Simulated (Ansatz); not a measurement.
All-electron card of LiCl

```
Li Cl
1.0
     0.00000    2.56476    2.56476
     2.56476    0.00000    2.56476
     2.56476    2.56476    0.00000
Li Cl
1 1
Cartesian
  0.0000 0.0000 0.0000
  2.5648 2.5648 2.5648
```

Atom numbers follow the list: Li1, Cl2.

The cell is COD entry 1011314, as deposited and not checked against the literature; nothing was relaxed. It is an old determination, and later ones may differ.

All numbers are computed: DFT, PBE, all-electron LAPW, scalar-relativistic (Ansatz 0.2.0); DFT, PBE, PAW with Ansatz's default frozen-core files, scalar-relativistic (Ansatz 0.2.0).

For LAPW: a Γ-centred 9×9×9 k mesh, Fermi–Dirac smearing of 0.03 eV, basis error target 0.25 meV/atom, no spin polarisation. PAW takes a cutoff of 420 eV at this cell. The Ansatz runs share mesh, smearing and spin set-up. Values come from LAPW unless marked.

```json
{"Pressure at this cell": "0.40 GPa", "Band gap": "6.32 eV, direct at Γ", "Löwdin charges (with 0.06 e of the cell spilling out of the atomic basis, so their sizes and signs hang on that basis)": "Li1 0.67, Cl2 -0.61 e", "Bader charges (from the PAW run)": "Li1 +0.90, Cl2 -0.90 e", "Volume per atom": "16.87 Å³"}
```
